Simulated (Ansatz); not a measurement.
# Ge (P-1) in Ansatz: convergence with wavefunction cutoff

Aim: find how far wavefunction cutoff must go before the results for Ge settle, at PBEsol. This setting moves, with any that are tied to it; all else stays.

All numbers are computed with Ansatz 0.2.0; they aren't measurements. Logs are shortened: lines on timing, memory, paths and dates and some standing lists are left out, and cuts for length are marked.

**1. The cell of the first run**

The typed cell holds 2 atoms: a = 3.900 Å, b = 3.900 Å, c = 3.900 Å, α = 97.38°, β = 97.38°, γ = 138.01°.

This isn't the form of Ge at room conditions, which is diamond.

The cell isn't the ideal one: atoms moved at random, drawn with an rms of 0.05 Å.

**2. With wavefunction cutoff 200 eV**

input.yaml reads:

```yaml
crystal:
  lattice:
    - [-2.574489719, 2.574489719, 1.3974126432]
    - [2.574489719, -2.574489719, 1.3974126432]
    - [2.574489719, 2.574489719, -1.3974126432]
  atoms:
    - { symbol: Ge, position: [0.478934, 0.474351, -0.006719] }
    - { symbol: Ge, position: [0.245043, 0.742521, 0.506913] }
hamiltonian:
  xc: pbesol
  pseudopotentials: { kind: paw }
kpoints:
  mp_grid: { grid: [8, 8, 5] }
scf:
  occupations: { method: gaussian, width: 0.05 }
output:
  forces: true
  stress: true
  eigenvalues: true
basis:
  ecutwfc: "200 eV"
```

Potentials or basis: Ansatz PAW.

Run with:

```
> ansatz run input.yaml --threads 2 --pin off --max-ram 5632MiB --backend cpu --events-out ev --progress --plain --runs-dir out
```

Run time: 3.1 s. Hardware: 2 threads of Intel Xeon at 2.50GHz (Skylake/Cascade Lake), shared host; peak memory 0.33 GiB.

What came out:

```
Free energy            : -8489.5756 eV
Pressure               : -0.1 GPa
Largest force          : 0.247 eV/Å
Band gap on the k mesh : none (metal or under the smearing width)
```

**3. With wavefunction cutoff 250 eV**

input.yaml: that of step 2 with these lines changed.

```diff
@@ -20,2 +20,2 @@
 basis:
-  ecutwfc: "200 eV"
+  ecutwfc: "250 eV"
```

Potentials or basis: Ansatz PAW.

Run with:

```
> ansatz run input.yaml --threads 2 --pin off --max-ram 5632MiB --backend cpu --events-out ev --progress --plain --runs-dir out
```

It took 3.4 s on 2 threads of Intel Xeon at 2.50GHz (Skylake/Cascade Lake), shared host; peak memory 0.35 GiB.

Results:

```
Free energy            : -8504.1547 eV
Pressure               : -0.4 GPa
Largest force          : 0.165 eV/Å
Band gap on the k mesh : none (metal or under the smearing width)
```

**4. With wavefunction cutoff 300 eV**

input.yaml: that of step 3 with these lines changed.

```diff
@@ -20,2 +20,2 @@
 basis:
-  ecutwfc: "250 eV"
+  ecutwfc: "300 eV"
```

Run with:

```
> ansatz run input.yaml --threads 2 --pin off --max-ram 5632MiB --backend cpu --events-out ev --progress --plain --runs-dir out
```

Run time: 3.6 s. Hardware: 2 threads of Intel Xeon at 2.50GHz (Skylake/Cascade Lake), shared host; peak memory 0.36 GiB.

Results:

```yaml
Free_energy: -8506.3887 eV
Pressure: -0.4 GPa
Largest_force: 0.214 eV/Å
Band_gap_on_the_k_mesh: none (metal or under the smearing width)
```

**5. With wavefunction cutoff 350 eV**

input.yaml: that of step 4 with these lines changed.

```diff
@@ -20,2 +20,2 @@
 basis:
-  ecutwfc: "300 eV"
+  ecutwfc: "350 eV"
```

Run with:

```
> ansatz run input.yaml --threads 2 --pin off --max-ram 5632MiB --backend cpu --events-out ev --progress --plain --runs-dir out
```

It took 4.5 s on 2 threads of Intel Xeon at 2.50GHz (Skylake/Cascade Lake), shared host; peak memory 0.37 GiB.

Results:

```
Free energy            : -8506.6293 eV
Pressure               : -0.6 GPa
Largest force          : 0.214 eV/Å
Band gap on the k mesh : none (metal or under the smearing width)
```

**6. With wavefunction cutoff 400 eV**

input.yaml: that of step 5 with these lines changed.

```diff
@@ -20,2 +20,2 @@
 basis:
-  ecutwfc: "350 eV"
+  ecutwfc: "400 eV"
```

Potentials or basis: Ansatz PAW.

Run with:

```
> ansatz run input.yaml --threads 2 --pin off --max-ram 5632MiB --backend cpu --events-out ev --progress --plain --runs-dir out
```

Wall time 5 s (2 threads of Intel Xeon at 2.50GHz (Skylake/Cascade Lake), shared host); peak memory 0.38 GiB.

Results (log left out):

```
Free energy            : -8506.6435 eV
Pressure               : -0.6 GPa
Largest force          : 0.213 eV/Å
Band gap on the k mesh : none (metal or under the smearing width)
```

**7. With wavefunction cutoff 450 eV**

input.yaml: that of step 6 with these lines changed.

```diff
@@ -20,2 +20,2 @@
 basis:
-  ecutwfc: "400 eV"
+  ecutwfc: "450 eV"
```

Run with:

```
> ansatz run input.yaml --threads 2 --pin off --max-ram 5632MiB --backend cpu --events-out ev --progress --plain --runs-dir out
```

Run time: 5.9 s. Hardware: 2 threads of Intel Xeon at 2.50GHz (Skylake/Cascade Lake), shared host; peak memory 0.4 GiB.

The run converged. Its results:

- Free energy: -8506.6448 eV
- Pressure: -0.6 GPa
- Largest force: 0.212 eV/Å
- Band gap on the k mesh: none (metal or under the smearing width)

**8. With wavefunction cutoff 500 eV**

input.yaml: that of step 7 with these lines changed.

```diff
@@ -20,2 +20,2 @@
 basis:
-  ecutwfc: "450 eV"
+  ecutwfc: "500 eV"
```

Run with:

```
> ansatz run input.yaml --threads 2 --pin off --max-ram 5632MiB --backend cpu --events-out ev --progress --plain --runs-dir out
```

Wall time 6.7 s (2 threads of Intel Xeon at 2.50GHz (Skylake/Cascade Lake), shared host); peak memory 0.42 GiB.

The run converged. Its results:

| Item | Value |
| --- | --- |
| Free energy | -8506.6460 eV |
| Pressure | -0.6 GPa |
| Largest force | 0.212 eV/Å |
| Band gap on the k mesh | none (metal or under the smearing width) |

**9. With wavefunction cutoff 600 eV**

input.yaml: that of step 8 with these lines changed.

```diff
@@ -20,2 +20,2 @@
 basis:
-  ecutwfc: "500 eV"
+  ecutwfc: "600 eV"
```

Potentials or basis: Ansatz PAW.

Run with:

```
> ansatz run input.yaml --threads 2 --pin off --max-ram 5632MiB --backend cpu --events-out ev --progress --plain --runs-dir out
```

Run time: 7.7 s. Hardware: 2 threads of Intel Xeon at 2.50GHz (Skylake/Cascade Lake), shared host; peak memory 0.45 GiB.

The run converged. Its results:

```yaml
Free_energy: -8506.6465 eV
Pressure: -0.6 GPa
Largest_force: 0.212 eV/Å
Band_gap_on_the_k_mesh: none (metal or under the smearing width)
```

**10. With wavefunction cutoff 800 eV**

input.yaml: that of step 9 with these lines changed.

```diff
@@ -20,2 +20,2 @@
 basis:
-  ecutwfc: "600 eV"
+  ecutwfc: "800 eV"
```

Potentials or basis: Ansatz PAW.

Run with:

```
> ansatz run input.yaml --threads 2 --pin off --max-ram 5632MiB --backend cpu --events-out ev --progress --plain --runs-dir out
```

The log of the run:

```text
Warning: RAYON_NUM_THREADS=2 ignored (pool sized by the plan → 2); use --threads N
Engine: ansatz 0.2.0, x86_64-unknown-linux-gnu
Pseudopotentials: kind: paw
Pseudopotential: Ge, paw, valence charge 14, recommended cutoff 420 eV (normal), Ge.paw.azcp
Functional definition: PBEsol
  exchange = pbesol_x
  correlation = pbesol_c
Crystal: 2 atoms, lattice volume = 37.048 Å³
Basis set: ecut = 800 eV, 1891 PW (Γ), exchange–correlation on 72×72×72 points (8 copies of the dense FFT grid, shifted against one another)
Bands: 18, of which v1, the nominal top of the filled ones, is band 14 counted from 1 (13 counted from 0)
Symmetry: 2 space group operations
Space group: P-1 (ITA 2), of the structure as read, at distance tolerance 3.3e-5 Å
k-points: 162 of 320
Non-local potential: Ge, projectors of the file, l = 0: 2, l = 1: 2, l = 2: 3, l = 3: 1
PAW form: soft (Blöchl's): semilocal exchange-correlation on the pseudo side does not see the compensation charge
PAW frozen core: Ge, regenerated for the run's functional, and the local potential with it (the file was generated under x = pbe(κ = 0.804, μ = 0.2195149727645171), c = pbe(β = 0.06672455060314922))
PAW one-centre angular grid: Ge, 590 points (default); XC on 64 Gauss nodes
Initial density: superposition of atomic densities (neutral atoms: chi_scale 0, normalization atom), corrected by the library's trained network
Initial wavefunctions: pseudopotential atomic-orbital guess
Functional: x = pbesol(κ = 0.804, μ = 0.12345679012345678), c = pbesol(β = 0.046)
SCF iter   1: F=—  HF=-8506.648151 eV  |F-HF|=—  |Δ(HF+E_count)|=         —  Δρ=2.35e-3  dr2=1.49e-3  ethr=1.77e-3  ⟨swp⟩=5.7  Hψ=12565  notcnv=0
preconditioner: auto → Kerker (q_TF=auto, 2.604 Å⁻¹)  [metal: Δε(μ)=0.026 eV  Ē_g=23.451 eV  σ=0.050 eV  W_gap=0.27  n_scr=16 (ndim 8)  ℏωp=32.3 eV  f_vac=0.000  D(μ)=1.08/eV (n_scr^D=4)]
SCF iter   2: F=—  HF=-8506.646807 eV  |F-HF|=—  |Δ(HF+E_count)|=   1.34e-3  Δρ=1.19e-3  dr2=4.66e-4  ethr=5.31e-6  ⟨swp⟩=2.0  Hψ=6281  notcnv=0
SCF iter   3: F=—  HF=-8506.646785 eV  |F-HF|=—  |Δ(HF+E_count)|=   2.20e-5  Δρ=6.83e-4  dr2=1.72e-4  ethr=1.67e-6  ⟨swp⟩=1.0  Hψ=2881  notcnv=0
SCF iter   4: F=—  HF=-8506.646764 eV  |F-HF|=—  |Δ(HF+E_count)|=   2.11e-5  Δρ=9.36e-5  dr2=2.44e-6  ethr=6.15e-7  ⟨swp⟩=2.0  Hψ=3361  notcnv=0
SCF iter   5: F=—  HF=-8506.646765 eV  |F-HF|=—  |Δ(HF+E_count)|=   8.25e-7  Δρ=1.19e-5  dr2=5.22e-8  ethr=8.70e-9  ⟨swp⟩=2.4  Hψ=3777  notcnv=0
SCF iter   6: F=-8506.646765 eV  HF=-8506.646765 eV  |F-HF|=2.51e-9  |Δ(HF+E_count)|=   9.07e-9  Δρ=3.08e-6  dr2=3.52e-9  ethr=1.86e-10  ⟨swp⟩=3.0  Hψ=10092  notcnv=0
SCF 1 converged in 6 iterations: F = -8506.646765 eV  dr2 = 3.52e-9
SCF converged after 6 iterations
Free energy (F): -8506.646765 eV
Harris-Foulkes:  -8506.646765 eV  (|F-HF|=2.51e-9)
Internal energy: -8506.645418 eV  (E = F + TS)
E sigma→0 (E₀):  -8506.646091 eV
Entropy (-TS):   -0.001347 eV (-0.673 meV/atom)
Fermi energy:    10.955080 eV
--- Per-component energies (eV) ---
  E_band       = -225.580524
  E_kinetic    = 222.210661
  E_local      = -4293.471558  (includes V_loc(G=0)·N_el)
  E_nonlocal   = 836.461254
  E_hartree    = 1879.178573
  E_xc         = -150.460990
  E_vxc        = -130.017712  (∫ρ·V_xc dr)
  E_paw        = -3954.201194  (= ΣΔE_a)
  E_vpaw       = -619.121152  (= ΣTr[D̂ρ^β])
  E_aug_tail   = 0.000037  (compensation charges beyond the density's cutoff)
  E_ewald      = -3048.198074
  E_core_change = 1.835872  (= ΣΔE_core)
  E_smearing   = -0.001347  (= −TS)
  E_closure    = 0.000000  (closes the sum)
  Σ components = -8506.646765   (vs F -8506.646765, Δ=0.00e0)
--- Forces (eV/Å), atoms counted from 1 ---
  atom   1  Ge     0.21112722     0.01759715     0.01482053
  atom   2  Ge    -0.21112722    -0.01759715    -0.01482053
  max |Σ_I F_I| component: 0.00e0 eV/Å
--- Stress (GPa, compression-positive) ---
       -0.638249      -0.566749      -0.143558
       -0.566749      -1.426552      -0.287016
       -0.143558      -0.287015       0.167734
  P = ⅓ Tr σ = -0.6324 GPa (-6.324 kbar)
--- Band table (eV; the first three rows and the last of 162) ---
  k-point 0: bands = ["-13.6851", "-13.6403", "-13.6098", "-13.6077", "-13.5063", "-13.4989", "-13.4975", "-13.4928", "-13.4332", "-13.3658", "-2.2727", "6.9774", "8.6882", "8.7237", "14.2595", "18.6085", "18.6776", "19.1876"]
  k-point 1: bands = ["-13.6646", "-13.6434", "-13.6192", "-13.5906", "-13.5133", "-13.4920", "-13.4912", "-13.4874", "-13.4457", "-13.3868", "-1.8318", "4.5255", "9.1820", "10.2704", "15.9062", "16.3216", "16.8850", "19.0309"]
  k-point 2: bands = ["-13.6463", "-13.6366", "-13.6107", "-13.5479", "-13.5451", "-13.4960", "-13.4792", "-13.4692", "-13.4680", "-13.4297", "-0.5201", "1.6724", "10.5936", "11.9415", "12.9248", "14.0987", "18.5972", "18.6930"]
  k-point 161: bands = ["-13.6501", "-13.6425", "-13.5359", "-13.5274", "-13.5101", "-13.5061", "-13.4955", "-13.4913", "-13.4857", "-13.4808", "1.8467", "1.8942", "5.6150", "5.6564", "17.1649", "17.3731", "21.2476", "21.3032"]
```

It took 12 s on 2 threads of Intel Xeon at 2.50GHz (Skylake/Cascade Lake), shared host; peak memory 0.52 GiB.

What came out:

- Free energy: -8506.6468 eV
- Pressure: -0.6 GPa
- Largest force: 0.212 eV/Å
- Band gap on the k mesh: none (metal or under the smearing width)

**11. The series at a glance**

| wavefunction cutoff | energy less the tightest run, at zero smearing (meV/atom) | pressure (GPa) | largest force (eV/Å) | SCF cycles | CPU time (s) | peak memory (GiB) |
| --- | --- | --- | --- | --- | --- | --- |
| 200 eV | 8535.58 | -0.10 | 0.247 | 7 | 5.6 | 0.33 |
| 250 eV | 1246.05 | -0.36 | 0.165 | 7 | 6 | 0.35 |
| 300 eV | 129.06 | -0.43 | 0.214 | 6 | 6.6 | 0.36 |
| 350 eV | 8.73 | -0.62 | 0.214 | 6 | 8.2 | 0.37 |
| 400 eV | 1.65 | -0.63 | 0.213 | 6 | 9 | 0.38 |
| 450 eV | 0.99 | -0.63 | 0.212 | 6 | 11 | 0.4 |
| 500 eV | 0.38 | -0.63 | 0.212 | 6 | 12 | 0.42 |
| 600 eV | 0.12 | -0.63 | 0.212 | 6 | 14 | 0.45 |
| 800 eV | 0.00 | -0.63 | 0.212 | 6 | 24 | 0.52 |

Against the tightest run, the energy stays within 1 meV/atom from 450 eV on; the pressure stays within 0.1 GPa from 350 eV on; the largest force stays within 0.005 eV/Å from 300 eV on. The tightest run that finished is the yardstick and may itself not be fully converged.

Caveats: the PAW data sets come from PBE, with cores solved anew for the run's functional, which leaves a small shift of forces and pressure.
